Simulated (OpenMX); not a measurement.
The system is ZrC.

```xyz
2
Lattice="0.0000 2.3650 2.3650 2.3650 0.0000 2.3650 2.3650 2.3650 0.0000" Properties=species:S:1:pos:R:3 pbc="T T T"
Zr    2.3650    2.3650    2.3650
C     0.0000    0.0000    0.0000
```

Base run:

| Item | Value |
| --- | --- |
| Program | OpenMX 3.8.5 |
| Functional | PBE |
| Potentials or basis | OpenMX 2013 PBE set, Zr7.0-s3p2d2, C6.0-s2p2d1, grid cutoff 350 Ry |
| k mesh | 11 × 11 × 11 |
| Occupations | fermi-dirac, width 0.05 eV |
| Spin | no spin polarisation |

Its results: pressure -1.6 GPa.

Problem. The run is repeated on the same cell with these changes: potentials or basis from OpenMX 2013 PBE set, Zr7.0-s3p2d2, C6.0-s2p2d1, grid cutoff 350 Ry to OpenMX 2013 PBE set, Zr7.0-s3p2d2f1, C6.0-s3p2d2, grid cutoff 400 Ry. What comes out?

Solution. Pressure -2.4 GPa.

Caveats: the basis of atomic orbitals isn't converged, which shifts pressures, moduli and gaps.

Not every run made on this cell is shown here.
